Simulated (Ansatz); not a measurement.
# Sb: what symmetry allows forces and stress to be

```
Sb
1.0
     3.32433    0.00000    0.00000
    -1.66216    2.94693    0.05835
     0.00000    0.10660    5.28107
Sb
2
Cartesian
  0.0000 2.0474 1.4437
  1.6622 1.0061 3.8957
```

The calculation used DFT PBE, scalar-relativistic, plane waves, PAW in Ansatz.

Plane waves to 420 eV, a k mesh through Γ of 12×12×8 on the computed 2-atom cell and Gaussian smearing (0.10 eV); no spin polarisation.

This distorted cell has space group C2/m, with 4 operations.

Problem. Without a calculation: in which directions can each atom feel a force?

Solution. A force must be left unchanged by every operation that keeps its atom in place, so it lies in the space that those operations leave fixed. Atoms that the group maps onto each other feel forces of one size.
```
atom site symmetry operations at the site equivalent to atom allowed force (Cartesian)
 Sb1              m                       2                   1  in the plane normal to (1.00, 0.00, 0.00)
 Sb2              m                       2                   1  in the plane normal to (1.00, 0.00, 0.00)
```

That leaves 2 independent force components of 6. A relaxation in this cell that keeps the symmetry moves the atoms in these directions alone.

Problem. And the stress tensor?

Solution. It must be invariant under the point group, which leaves 4 independent components: xz, xy vanish.

Problem. Do the computed values obey this?

Solution. Yes. Forces (eV/Å):
```
Sb1  0.000  0.045 -0.303
Sb2  0.000 -0.045  0.303
```

Stress (GPa, compression positive, xx yy zz yz xz xy): 3.94 4.37 5.78 -0.35 0.00 0.00. The program imposes the same operations on density, forces and stress, so this confirms the analysis and is no independent test of the calculation.

This form isn't the element's structure at ambient conditions.